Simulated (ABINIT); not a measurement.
The system is KBr.

```
Br K
1.0
     0.00000    3.30000    3.30000
     3.30000    0.00000    3.30000
     3.30000    3.30000    0.00000
Br K
1 1
Cartesian
  3.3000 3.3000 3.3000
  0.0000 0.0000 0.0000
```

Base run:

* Program: ABINIT 10.8.3 (patched build)
* Functional: PBEsol
* Potentials or basis: JTH PAW PBE v2.0
* Cutoff: 544 eV
* k mesh: 4 × 4 × 4
* Occupations: fermi-dirac, width 0.05 eV
* Spin: no spin polarisation

Its results: band gap on the k mesh 4.28 eV, direct; pressure -0.3 GPa.

Problem. The run is repeated on the same cell with these changes: functional from PBEsol to BLYP; k mesh from 4 × 4 × 4 to 7 × 7 × 7. What comes out?

Solution. Band gap on the k mesh 4.43 eV, direct; pressure 1.5 GPa.

Several settings changed at once, so the effect can't be laid on one alone.

Caveats: the PAW data sets were made with another functional, which shifts forces and pressure a little.
